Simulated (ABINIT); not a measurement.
**GaN: single point with PBE**

**Experimental background.**

From a printed reference work, textbook, for a bulk crystal of GaN at 0 K: band gap 3.299 eV (direct).

GaN:

```
Ga N
1.0
     0.00000    2.25350    2.25350
     2.25350    0.00000    2.25350
     2.25350    2.25350    0.00000
Ga N
1 1
Direct
  0.00000 0.00000 0.00000
  0.25000 0.25000 0.25000
```

The cell is a database's computed one.

```yaml
Program: ABINIT 10.8.3 (patched build)
Task: single point
Functional: PBE
Potentials_or_basis: JTH PAW PBE v2.0
Cutoff: 680 eV
k_mesh: 8 × 8 × 8
Occupations: fermi-dirac, width 0.05 eV
Spin: no spin polarisation
```

The band gap on the k mesh is 1.71 eV, direct and the valence electrons inside the program's atomic spheres are Ga 11.18; N 2.57.

Levels at points of the mesh, in eV from the valence-band top:
```csv
k point,band 5,band 6,band 7,band 8,band 9,band 10,band 11,band 12,band 13
"(0.00, 0.00, 0.00)",-13.14,-13.14,0.00,0.00,0.00,1.71,10.30,10.30,10.30
"(0.50, 0.00, 0.00)",-13.09,-11.89,-7.04,-0.97,-0.97,4.63,8.72,10.35,10.35
"(0.50, 0.50, 0.00)",-13.06,-11.46,-6.12,-2.71,-2.71,3.34,6.65,11.70,13.95
```

Wall time 12 s on 1 thread of Arm Neoverse V2 (shared host), peak memory 0.11 GiB.

Against the measured gap of GaN, 3.299 eV (direct; 0 K; a printed reference work, textbook), the calculated 1.71 eV is off by -1.59 eV. Spin-orbit coupling on Ga is left out. The value is that of PBE, without temperature or zero-point motion. Semilocal functionals fall short of measured gaps as a rule. The cell is a database's relaxed one, not the measured one, which moves gaps too.
